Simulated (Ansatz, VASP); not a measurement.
## GaN: VASP beside Ansatz

The input INCAR:

```
SYSTEM = GaN
ALGO = Normal
EDIFF = 1E-6
ENCUT = 520
GGA = PE
ISIF = 2
ISMEAR = -1
LASPH = .TRUE.
LCHARG = .TRUE.
LELF = .TRUE.
LREAL = .FALSE.
LVHAR = .TRUE.
LWAVE = .FALSE.
NBANDS = 16
NELM = 80
PREC = Accurate
SIGMA = 0.02
```

KPOINTS

```
k-points
0
G
  10 10 10
  0 0 0
```

Contents of POSCAR:

```
GaN
1.0
   -0.0184414108      2.2489525415      2.2489525415
    2.2489525415     -0.0184414108      2.2489525415
    2.2305111307      2.2305111307      0.0000000000
Ga N
1 1
Direct
   -0.0011877914     -0.0011877914      0.0011877914
    0.2511877914      0.2511877914      0.2488122086
```

Input for Ansatz:

```yaml
crystal:
  lattice:
    - [-0.0184414108, 2.2489525415, 2.2489525415]
    - [2.2489525415, -0.0184414108, 2.2489525415]
    - [2.2305111307, 2.2305111307, 0.0]
  atoms:
    - { symbol: Ga, position: [-0.0011877914, -0.0011877914, 0.0011877914] }
    - { symbol: "N", position: [0.2511877914, 0.2511877914, 0.2488122086] }
kpoints:
  mp_grid: { grid: [10, 10, 10] }
  band_path:
    path:
      - [0.0, 0.0, 0.0]
      - [-0.5, -0.5, 0.0]
      - [-0.375, -0.375, 0.25]
      - [-0.375, 0.0, 0.375]
      - [0.0, 0.0, 0.5]
      - [-0.5, -0.25, 0.25]
    npoints: 1
hamiltonian:
  xc: pbe
scf:
  occupations: { method: fermi_dirac, width: 0.02 }
  n_extra_bands: 4
output:
  forces: true
  stress: true
  eigenvalues: true
```

Change from the starting cell: shear_xy strain -1.6%.

Alike in both runs: task single point; functional PBE; k mesh 10 × 10 × 10; occupations fermi-dirac, width 0.02 eV; no spin polarisation.

|  | VASP | Ansatz |
| --- | --- | --- |
| version | VASP 6.6.1 | Ansatz 0.2.0 |
| potentials or method | VASP PAW PBE potentials, release 64 (Ga_d, N) | plane waves, PAW |
| plane-wave cutoff (eV) | 520 | 420 |
| valence electrons in the cell | 18 | 18 |

|  | VASP | Ansatz | Ansatz less VASP |
| --- | --- | --- | --- |
| gap on the k mesh at the Fermi level (eV) | 1.70 | 1.70 | -0.008 |
| pressure (GPa) | 6.3 | 6.2 | -0.06 |
| largest component of the traceless stress (GPa) | 2.54 | 2.54 | -0.006 |
| rms of the force components (eV/Å) | 0.006 | 0.007 | +0.0008 |

Atom by atom the forces differ by 0.001 eV/Å (rms over components).
